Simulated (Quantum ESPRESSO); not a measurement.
The system is Pt.

```
CELL_PARAMETERS angstrom
-1.58422 1.58422 1.58422
1.58422 -1.58422 1.58422
1.58422 1.58422 -1.58422
ATOMIC_POSITIONS crystal
Pt 0.00000 0.00000 0.00000
```

This isn't the form of Pt at room conditions, which is fcc.

| Quantity | Value |
| --- | --- |
| Program | Quantum ESPRESSO 7.5 |
| Task | relaxation of cell and atoms |
| Functional | PBEsol |
| Dispersion | D4 |
| Potentials or basis | GBRV 1.5 PBEsol |
| Cutoff | 612 eV |
| Density cutoff | 4898 eV |
| k mesh | 12 × 12 × 12 |
| Occupations | fermi-dirac, width 0.05 eV |
| Spin | no spin polarisation |

At the start: pressure -16.2 GPa; volume 15.90 Å³/atom.

Where does the relaxation end?

Over 3 steps the energy falls by 50.4 meV/atom and the volume is 14.91 Å³/atom (-6.2 %); space group Im-3m (No. 229, to 0.05 Å).

Step by step:
| step | energy change (eV) | largest force (eV/Å) | pressure (GPa) | volume (Å³) |
| --- | --- | --- | --- | --- |
| 1 | 0.0000 | 0.0000 | -16.20 | 15.90 |
| 2 | -0.0499 | 0.0000 | 1.23 | 14.84 |
| 3 | -0.0504 | 0.0000 | -0.13 | 14.91 |

Final structure:
```yaml
crystal:
  lattice:
    - [2.68571, 0.00000, 0.00000]
    - [-0.89524, 2.53211, 0.00000]
    - [-0.89524, -1.26606, 2.19287]
  atoms:
    - { symbol: Pt, position: [0.00000, 0.00000, 0.00000] }
```

Caveat: pairwise dispersion overbinds metals, which lowers pressure and volume.
